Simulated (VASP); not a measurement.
Set up this calculation in VASP 6.6.1, as the native input.

```
Task                               : single point
Functional                         : HSE06
Potentials or basis                : VASP PAW PBE potentials, release 64 (Ga_d, P)
Cutoff                             : 520 eV
k mesh                             : 6 × 6 × 6
Occupations                        : gaussian, width 0.02 eV
Spin                               : spin-orbit coupling, no magnetisation
Ladder                             : gaps
Grid for exact exchange (PRECFOCK) : Fast
Screening parameter                : 0.2 1/A
Further INCAR settings             : ALGO = Normal; EDIFF = 1e-06
```

GaP:

```xyz
2
Lattice="0.0000 2.7252 2.7252 2.7252 0.0000 2.7252 2.7252 2.7252 0.0000" Properties=species:S:1:pos:R:3 pbc="T T T"
Ga    0.0000    0.0000    0.0000
P     4.0879    4.0879    4.0879
```

These files were run (other wordings do the same):

POSCAR

```
GaP
1.0
    0.0000000000      2.7252500000      2.7252500000
    2.7252500000      0.0000000000      2.7252500000
    2.7252500000      2.7252500000      0.0000000000
Ga P
1 1
Direct
    0.0000000000      0.0000000000      0.0000000000
    0.7500000000      0.7500000000      0.7500000000
```

INCAR.step1

```
PREC     = Accurate       # precision mode
ENCUT    = 520            # plane-wave cutoff, eV
EDIFF    = 1E-5           # SCF threshold, eV
ISMEAR   = 0              # smearing method
SIGMA    = 0.02           # smearing width, eV
LREAL    = F              # projectors in reciprocal space
LASPH    = T              # aspherical terms in the spheres
NELM     = 80             # most SCF steps
ALGO     = Normal         # electronic algorithm
ISIF     = 2              # what is computed and relaxed
LWAVE    = T              # write WAVECAR
MAGMOM   = 0 0 0 0 0 0    # initial moments
LORBIT   = 11             # projections on sites
LSORBIT  = T              # spin-orbit coupling
GGA_COMPAT= F            
GGA      = PE             # functional
KPAR     = 4
```

INCAR.step2

```
PREC     = Accurate       # precision mode
ENCUT    = 520            # plane-wave cutoff, eV
EDIFF    = 1E-6           # SCF threshold, eV
ISMEAR   = 0              # smearing method
SIGMA    = 0.02           # smearing width, eV
LREAL    = F              # projectors in reciprocal space
LASPH    = T              # aspherical terms in the spheres
NELM     = 80             # most SCF steps
ALGO     = Normal         # electronic algorithm
ISIF     = 2              # what is computed and relaxed
LWAVE    = F              # write WAVECAR
LCHARG   = T              # write CHGCAR
MAGMOM   = 0 0 0 0 0 0    # initial moments
LORBIT   = 11             # projections on sites
LSORBIT  = T              # spin-orbit coupling
GGA_COMPAT= F            
GGA      = PE             # functional
LHFCALC  = T              # exact exchange
HFSCREEN = 0.2            # screening, 1/A
PRECFOCK = Fast         
LVHAR    = T            
ISTART   = 1            
KPAR     = 4
```

KPOINTS

```
regular mesh
0
Gamma
  6 6 6
```

Potentials or basis: VASP PAW PBE potentials, release 64 (Ga_d, P).

Launch:

```sh
$ cat potpaw_PBE.64/Ga_d/POTCAR potpaw_PBE.64/P/POTCAR > POTCAR
$ cp INCAR.step1 INCAR
$ mpirun -np 4 vasp_ncl > vasp.out
$ cp INCAR.step2 INCAR
$ mpirun -np 4 vasp_ncl > vasp.out
```

Results of the run:

The pressure is 0.5 GPa. The valence electrons inside the program's atomic spheres are Ga 11.70; P 2.56.

Caveat: the PAW data sets were made with another functional, which shifts forces and pressure a little.

Run time: 17 min on 4 MPI ranks on AMD EPYC 9R45 96-Core Processor (Zen 5), on a shared host, peak memory 0.37 GiB a rank.
